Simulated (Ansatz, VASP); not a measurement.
# BN (Qingsongite): VASP beside Ansatz, part 2 of 2

Wanted: the spread between two codes on one cell, functional and k mesh. The cell is taken from a series of VASP runs on this material, whose earlier steps may have relaxed, scaled or displaced it; both programs get it as it stands.

VASP 6.6.1 and Ansatz 0.2.0.

So far: Set-up; VASP: relaxation of cell and atoms, r2SCAN with rVV10.

### 3. Ansatz: relaxation of cell and atoms, r2SCAN with rVV10

Level of this step: Ansatz beside VASP: Kohn-Sham DFT, plane waves, r2SCAN with rVV10 (Ansatz).

Ansatz runs on its default PAW (the set named soft_2) files.

The same cell, functional, mesh and smearing now go to Ansatz, which takes its cutoff from its data sets.

Contents of input.yaml:

```yaml
crystal:
  lattice:
    - [0.0, 1.8075, 1.8075]
    - [1.8075, 0.0, 1.8075]
    - [1.8075, 1.8075, 0.0]
  atoms:
    - { symbol: "N", position: [0.75, 0.75, 0.75] }
    - { symbol: B, position: [0.0, 0.0, 0.0] }
hamiltonian:
  xc: r2scan
  pseudopotentials: { kind: paw }
  dispersion: rvv10
kpoints:
  mp_grid: { grid: [14, 14, 14] }
scf:
  occupations: { method: gaussian, width: 0.03 }
relax:
  f_tol: 0.01
  max_steps: 60
  cell: { stress_tol: 0.05 }
output:
  forces: true
  stress: true
```

On the command line:

```console
> ansatz run input.yaml --threads 4 --pin off --max-ram 9216MiB --backend cpu --events-out ev --progress --plain --runs-dir out
```

Numbers of over 12 decimals in the logs are rounded to 6 here.

The log of the run:

```text
Engine: ansatz 0.2.0, aarch64-unknown-linux-gnu
Pseudopotentials: kind: paw
Pseudopotential: N, paw, valence charge 5, recommended cutoff 500 eV (meta_gga), N.paw.azcp
Pseudopotential: B, paw, valence charge 3, recommended cutoff 500 eV (meta_gga), B.paw.azcp
Functional definition: r2SCAN+rVV10
  parameter k0 = 0.174
  parameter k1 = 0.065
  parameter a1 = 4.9479
  exchange = r2scan_x(k0 = k0, k1 = k1, a1 = a1)
  correlation = r2scan_c + rvv10(11.95, 0.0093)
Crystal: 2 atoms, lattice volume = 11.810 Å³
Basis set: ecut = 500 eV, 307 PW (Γ), exchange–correlation on 96×96×96 points (64 copies of the dense FFT grid, shifted against one another)
Bands: 8, of which v1, the nominal top of the filled ones, is band 4 counted from 1 (3 counted from 0)
Symmetry: 24 space group operations
Space group: F-43m (ITA 216), of the structure as read, at distance tolerance 2.3e-5 Å
k-points: 104 of 2744 (time reversal used)
Non-local potential: N, projectors of the file, l = 0: 2, l = 1: 2, l = 2: 1
Non-local potential: B, projectors of the file, l = 0: 2, l = 1: 2, l = 2: 1
PAW form: soft (Blöchl's): semilocal exchange-correlation on the pseudo side does not see the compensation charge
rVV10 density: all electrons in the spheres
PAW frozen core: N, regenerated for the run's functional (the file was generated under x = pbe(κ = 0.804, μ = 0.219515), c = pbe(β = 0.066725))
PAW frozen core: B, regenerated for the run's functional (the file was generated under x = pbe(κ = 0.804, μ = 0.219515), c = pbe(β = 0.066725))
PAW one-centre angular grid: N, 302 points (default); XC on 160 Gauss nodes
PAW one-centre angular grid: B, 302 points (default); XC on 160 Gauss nodes
Initial density: superposition of atomic densities (neutral atoms: chi_scale 0, normalization atom), corrected by the library's trained network
Initial wavefunctions: pseudopotential atomic-orbital guess
Functional: x = r2scan, c = r2scan + rvv10(b = 11.95, C = 0.0093); τ floored in thin density (d = 2e-4 eV/Å³)
SCF iter   1: F=—  HF=-543.633006 eV  |F-HF|=—  |Δ(HF+E_count)|=         —  Δρ=1.10e-2  dr2=1.02e-2  dr2_τ=3.21e-1  ethr=1.77e-3  ⟨swp⟩=4.7  Hψ=5587  notcnv=0
preconditioner: auto → none  [insulator: Δε(μ)=4.887 eV  Ē_g=21.299 eV  σ=0.030 eV  W_gap=1.00  n_scr=0 (ndim 8)  ℏωp=30.6 eV  f_vac=0.000  D(μ)=0.00/eV (n_scr^D=0)  ε∞_Penn≈3.1]
SCF iter   2: F=—  HF=-543.724743 eV  |F-HF|=—  |Δ(HF+E_count)|=   9.17e-2  Δρ=6.44e-3  dr2=1.89e-3  dr2_τ=1.65e-4  ethr=1.28e-4  ⟨swp⟩=2.1  Hψ=2508  notcnv=0
SCF iter   3: F=—  HF=-543.724890 eV  |F-HF|=—  |Δ(HF+E_count)|=   1.47e-4  Δρ=1.04e-3  dr2=4.85e-5  dr2_τ=2.66e-5  ethr=2.37e-5  ⟨swp⟩=3.0  Hψ=1623  notcnv=0
SCF iter   4: F=—  HF=-543.724898 eV  |F-HF|=—  |Δ(HF+E_count)|=   7.62e-6  Δρ=1.49e-4  dr2=1.29e-6  dr2_τ=1.53e-7  ethr=6.07e-7  ⟨swp⟩=1.9  Hψ=1113  notcnv=0
SCF iter   5: F=—  HF=-543.724898 eV  |F-HF|=—  |Δ(HF+E_count)|=   4.63e-8  Δρ=6.39e-5  dr2=3.94e-7  dr2_τ=2.12e-8  ethr=1.62e-8  ⟨swp⟩=2.1  Hψ=1201  notcnv=0
SCF iter   6: F=-543.724898 eV  HF=-543.724898 eV  |F-HF|=5.51e-9  |Δ(HF+E_count)|=   6.35e-9  Δρ=1.38e-5  dr2=1.69e-8  dr2_τ=2.73e-10  ethr=1.25e-9  ⟨swp⟩=2.4  Hψ=2935  notcnv=0
SCF 1 converged in 6 iterations: F = -543.724898 eV  dr2 = 1.69e-8
  greatest PAW one-centre occupation: 0.796 electrons in one spin orbital (limit 2), on the N atom at site 0 (counted from 0), in its partial waves of l = 0
relax step   1: F+E_penalty+E_count = -543.72489761 eV  Δ(F+E_penalty+E_count) = +0.000e0 eV  max|allowed force component| = 3.608e-16 eV/Å  Δτ_max = 0.0000 Å  P = -2.638 GPa  Ω = 11.810 Å³  (6 SCF iters, dr2 threshold 1.00e-7 eV, accepted)
[...]
relax step   2: F+E_penalty+E_count = -543.72546415 eV  Δ(F+E_penalty+E_count) = -5.665e-4 eV  max|allowed force component| = 7.503e-17 eV/Å  Δτ_max = 0.0000 Å  P = -1.096 GPa  Ω = 11.764 Å³  energy of the carried Pulay correction = +2.010e-5 eV  (4 SCF iters, dr2 threshold 2.00e-7 eV, accepted)
[...]
relax step   3: F+E_penalty+E_count = -543.72559134 eV  Δ(F+E_penalty+E_count) = -1.272e-4 eV  max|allowed force component| = 9.714e-17 eV/Å  Δτ_max = 0.0000 Å  P = +0.007 GPa  Ω = 11.731 Å³  energy of the carried Pulay correction = +3.435e-5 eV  (4 SCF iters, dr2 threshold 2.00e-7 eV, accepted)
[...]
relax step   4: F+E_penalty+E_count = -543.72556235 eV  Δ(F+E_penalty+E_count) = +2.899e-5 eV  max|allowed force component| = 9.006e-17 eV/Å  Δτ_max = 0.0000 Å  P = +0.007 GPa  Ω = 11.731 Å³  stress off target by 6.63e-3 GPa  SCF on the basis re-selected at this cell (its energy is not comparable with the rows above)  (4 SCF iters)
basis re-selected at this cell: Δ(F+E_penalty+E_count) = +2.899e-5 eV, ΔP = -0.001 GPa vs the last step (what re-selecting the basis moved, of the pressure what is left beyond the Pulay correction that the steps carried, after the strain that the cell walked since its last selection, with what the two solves' SCF thresholds leave and, on support functions, any second-order correction that the steps lacked; it is no m [...]
SCF converged after 4 iterations
Free energy (F): -543.725562 eV
Harris-Foulkes:  -543.725562 eV  (|F-HF|=5.68e-13)
Internal energy: -543.725562 eV  (E = F + TS)
E sigma→0 (E₀):  -543.725562 eV
Fermi energy:    13.602656 eV
--- Per-component energies (eV) ---
  E_band       = 22.498205
  E_kinetic    = 186.195060
  E_local      = -174.315939  (includes V_loc(G=0)·N_el)
  E_nonlocal   = 55.870204
  E_hartree    = 49.345376
  E_xc         = -92.097057
  E_vxc        = -127.789291  (∫ρ·V_xc dr)
  E_paw        = -209.479026  (= ΣΔE_a)
  E_vpaw       = -23.152554  (= ΣTr[D̂ρ^β])
  E_aug_tail   = 0.000014  (compensation charges beyond the density's cutoff)
  E_vtau       = 6.999971  (kinetic-family band-sum trace: ∫τ·v_τ [+ j·A + Jᵃ·Aᵃ] dr)
  E_ewald      = -359.196188
  E_core_change = -0.048007  (= ΣΔE_core)
  E_smearing   = -0.000000  (= −TS)
  E_closure    = 0.000000  (closes the sum)
  Σ components = -543.725562   (vs F -543.725562, Δ=0.00e0)
--- Forces (eV/Å), atoms counted from 1 ---
  atom   1  N      0.00000000     0.00000000    -0.00000000
  atom   2  B     -0.00000000    -0.00000000     0.00000000
  max |Σ_I F_I| component: 1.53e-16 eV/Å
--- Stress (GPa, compression-positive) ---
        0.006632      -0.000000      -0.000000
       -0.000000       0.006632       0.000000
       -0.000000       0.000000       0.006632
  P = ⅓ Tr σ = 0.0066 GPa (0.066 kbar)
--- Relaxed structure (3 steps of the walk, 3 accepted, 1 SCFs on fresh bases) ---
  F+E_penalty+E_count = -543.72556235 eV   max|allowed force component| = 9.006e-17 eV/Å   (the final SCF, on the basis selected at the relaxed cell)
  cell:  # Å, volume = 11.7305 Å³
    - [0, 1.803416, 1.803416]
    - [1.803416, 0, 1.803416]
    - [1.803416, 1.803416, 0]
  atoms:
    - { symbol: N, position: [0.750000, 0.750000, 0.750000] }
    - { symbol: B, position: [0, 0, 0] }
```

Elapsed: 3.4 s, on 4 threads of Arm Neoverse V2, shared host; peak memory 0.35 GiB.

### 4. Comparison

Known differences besides the potentials themselves: VASP keeps PBE cores, Ansatz makes them for the functional; both relaxations stop at a tolerance, which leaves soft axes loose, and VASP keeps its plane-wave basis; the cutoff is 500 eV in Ansatz and 520 eV in VASP; Ansatz adds a Pulay correction to the stress that steers its cell, VASP none. Total energies have different zeros and are not compared.

The two programs side by side:

| quantity | Ansatz | VASP | difference |
| --- | --- | --- | --- |
| volume (Å³) | 11.73 | 11.76 | -0.29 % |
| edge a after relaxation, in the typed setting (Å) | 2.550 | 2.553 | -0.10 % |

The walks stopped with 0.01 GPa left in Ansatz and 0.01 GPa in VASP; each walk ends within a tolerance, so the volume difference is uncertain by about these residues over the bulk modulus, most in soft cells.

### 5. VASP: relaxation of cell and atoms, HSE06

The relaxed volume is the usual yardstick between codes: its relative difference is about their pressure difference at one cell divided by the bulk modulus.

The run reads the wave functions of an earlier VASP run, which isn't shown here.

Contents of INCAR:

```
SYSTEM = BN
PREC = Accurate
ENCUT = 520
EDIFF = 1E-07
NELM = 100
ISMEAR = 0
SIGMA = 0.03
LREAL = .FALSE.
ALGO = Normal
LHFCALC = .TRUE.
AEXX = 0.25
GGA = PE
HFSCREEN = 0.2
LASPH = .TRUE.
NBANDS = 10
PRECFOCK = Fast
LORBIT = 11
LWAVE = .FALSE.
LCHARG = .FALSE.
KPAR = 2
IBRION = 2
NSW = 50
ISIF = 3
EDIFFG = -0.002
```

Contents of POSCAR:

```
BN
1.0
    0.0000000000      1.8075000000      1.8075000000
    1.8075000000      0.0000000000      1.8075000000
    1.8075000000      1.8075000000      0.0000000000
N B
1 1
Direct
    0.7500000000      0.7500000000      0.7500000000
    0.0000000000      0.0000000000      0.0000000000
```

Contents of KPOINTS:

```
Automatic mesh
0
Gamma
10 10 10
0 0 0
```

The projector-augmented-wave data sets are N and B (PBE family, release 64).

On the command line:

```console
> mpirun -np 2 vasp_std
```

The log of the run:

```text
[banner, memory and clock lines left out]
running    2 mpi-ranks, on    1 nodes
[...]
LDA part: xc-table for (Slater+PW92), standard interpolation
 found WAVECAR, reading the header
 POSCAR, INCAR and KPOINTS ok, starting setup
[...]
reading WAVECAR
 the WAVECAR file was read successfully
 initial charge from wavefunction
 entering main loop
       N       E                     dE             d eps       ncg     rms          rms(c)
DAV:   1    -0.203624223591E+02   -0.20362E+02   -0.34094E-01  1016   0.467E+00    0.478E-01
DAV:   2    -0.203617605718E+02    0.66179E-03   -0.74040E-03  1086   0.850E-01    0.288E-01
DAV:   3    -0.203613158518E+02    0.44472E-03   -0.30997E-03  1106   0.346E-01    0.176E-01
DAV:   4    -0.203613326220E+02   -0.16770E-04   -0.20261E-04  1060   0.103E-01    0.113E-01
[...]
DAV:   8    -0.203612846778E+02    0.80529E-06   -0.39809E-07   996   0.620E-03    0.112E-02
DAV:   9    -0.203612844801E+02    0.19776E-06   -0.16657E-07   570   0.393E-03    0.662E-03
[...]
DAV:   9    -0.203604589421E+02    0.22895E-06   -0.36648E-07   984   0.486E-03    0.763E-03
DAV:  10    -0.203604589462E+02   -0.40687E-08   -0.70536E-08   514   0.224E-03
   2 F= -.20360459E+02 E0= -.20360459E+02  d E =0.825533E-03
 trial-energy change:    0.000826  1 .order    0.000928   -0.012582    0.014437
 step:   0.4713(harm=  0.4657)  dis= 0.00000  next Energy=   -20.364260 (dE=-0.298E-02)
[...]
N       E                     dE             d eps       ncg     rms          rms(c)
DAV:   1    -0.203673033827E+02   -0.68444E-02   -0.11017E-01   992   0.299E+00    0.416E-01
DAV:   2    -0.203646366796E+02    0.26667E-02   -0.41593E-03  1056   0.538E-01    0.191E-01
DAV:   3    -0.203643017605E+02    0.33492E-03   -0.28523E-03  1018   0.356E-01    0.601E-02
DAV:   4    -0.203643172186E+02   -0.15458E-04   -0.14128E-04   984   0.990E-02    0.376E-02
[...]
DAV:   9    -0.203642801605E+02    0.23477E-06   -0.94700E-08   520   0.248E-03    0.364E-03
DAV:  10    -0.203642800530E+02    0.10747E-06   -0.24056E-08   496   0.154E-03    0.249E-03
DAV:  11    -0.203642799937E+02    0.59317E-07   -0.59608E-09   486   0.656E-04
   3 F= -.20364280E+02 E0= -.20364280E+02  d E =-.299551E-02
[...]
reached required accuracy - stopping structural energy minimisation
```

Parts of OUTCAR (step 5):

```text
  Total       -0.0007802     -0.0007802     -0.0007802      0.0000000      0.0000000      0.0000000
  in kB       -0.1073549     -0.1073549     -0.1073549      0.0000000      0.0000000      0.0000000
  external PRESSURE =      -0.1073549 kB  Pullay stress =       0.0000000 kB

 POSITION                                       TOTAL-FORCE (eV/Angst)
 -----------------------------------------------------------------------------------
      2.69840      2.69840      2.69840        -0.000000      0.000000      0.000000
      0.00000      0.00000      0.00000         0.000000     -0.000000     -0.000000
 -----------------------------------------------------------------------------------
    total drift:                               -0.000000      0.000000     -0.000000

  FREE ENERGIE OF THE ION-ELECTRON SYSTEM (eV)
  ---------------------------------------------------
  free  energy   TOTEN  =       -20.3642799937 eV

  energy  without entropy=      -20.3642799937  energy(sigma->0) =      -20.36427999

[... 1 part as in an earlier step ...]

[... 3 further parts left out ...]
[key lines of the parts left out:]
E-fermi :   6.9973
```

### 6. Ansatz: relaxation of cell and atoms, HSE06

The same cell, functional, mesh and smearing now go to Ansatz, which takes its cutoff from its data sets.

The cell is taken from a series of VASP runs on this material, whose earlier steps may have relaxed, scaled or displaced it; both programs get it as it stands.

Edit input.yaml of step 3 so:

```diff
@@ -9,7 +9,6 @@
 hamiltonian:
-  xc: r2scan
+  xc: { exchange: pbe, correlation: pbe, exx: { coeff: 0.25, omega: 0.2 } }
   pseudopotentials: { kind: paw }
-  dispersion: rvv10
 kpoints:
-  mp_grid: { grid: [14, 14, 14] }
+  mp_grid: { grid: [10, 10, 10] }
 scf:
```

On the command line:

```console
> ansatz run input.yaml --threads 4 --pin off --max-ram 9216MiB --backend cpu --events-out ev --progress --plain --runs-dir out
```

The log of the run:

```text
[...]
Crystal: 2 atoms, lattice volume = 11.810 Å³
Basis set: ecut = 420 eV, 259 PW (Γ), exchange–correlation on 36×36×36 points (8 copies of the dense FFT grid, shifted against one another)
Bands: 8, of which v1, the nominal top of the filled ones, is band 4 counted from 1 (3 counted from 0)
Symmetry: 24 space group operations
[...]
k-points: 47 of 1000 (time reversal used)
[...]
guard bands above this table: 2 of the run's 8 bands. The solve was not asked for them (output.publish_guard_bands: true or output.eigenvalues: true publishes all)
--- Relaxed structure (4 steps of the walk, 4 accepted, 2 SCFs on fresh bases) ---
[...]
cell:  # Å, volume = 11.6269 Å³
    - [0, 1.798090, 1.798090]
    - [1.798090, 0, 1.798090]
    - [1.798090, 1.798090, 0]
  atoms:
    - { symbol: N, position: [0.750000, 0.750000, 0.750000] }
    - { symbol: B, position: [0, 0, 0] }
[key lines of the parts left out:]
Free energy (F): -542.458676 eV
Fermi energy:    13.469270 eV
P = ⅓ Tr σ = -0.0009 GPa (-0.009 kbar)
```

Wall time 35 s (4 threads); peak memory 1.1 GiB; 2 min of CPU time.

### 7. Differences

What differs besides the data sets and the points named for the pairs above, as far as they apply: exact exchange at q = 0 is treated differently, which shows on coarse meshes; the cutoff is 420 eV in Ansatz and 520 eV in VASP; VASP takes a coarser grid for exact exchange (PRECFOCK = Fast). Total energies have different zeros and are not compared.

Both answers:

| quantity | Ansatz | VASP | difference |
| --- | --- | --- | --- |
| volume (Å³) | 11.63 | 11.64 | -0.14 % |
| edge a after relaxation, in the typed setting (Å) | 2.543 | 2.544 | -0.05 % |

The walks stopped with 0.00 GPa left in Ansatz and -0.01 GPa in VASP; each walk ends within a tolerance, so the volume difference is uncertain by about these residues over the bulk modulus, most in soft cells.

### 8. Summary of results

| Quantity | Value |
| --- | --- |
| difference in volume (relaxation of cell and atoms, r2SCAN with rVV10) | -0.29 % |
| difference in volume (relaxation of cell and atoms, HSE06) | -0.14 % |

In words: The difference in volume is -0.29 % (relaxation of cell and atoms, r2SCAN with rVV10), within the 1.2 % picked in this series as the mark of a large difference, as far as the stopping tolerances let one tell. Such differences can come from data sets, numerical settings and the points named under the comparisons, not from the functional's error against experiment.

[Lines on the potential files, build, host, timing and source positions are cut from VASP's logs without a mark.]

[Logs are printed without paths, hosts, clocks, repeated set-up lines and the standing remarks that a program may print on its own settings, such as how far it seeks lower states.]

[Hosts, paths, dates, database ids (printed as entryN), source tags and the programs' standing remarks are cut or masked in the printed files.]
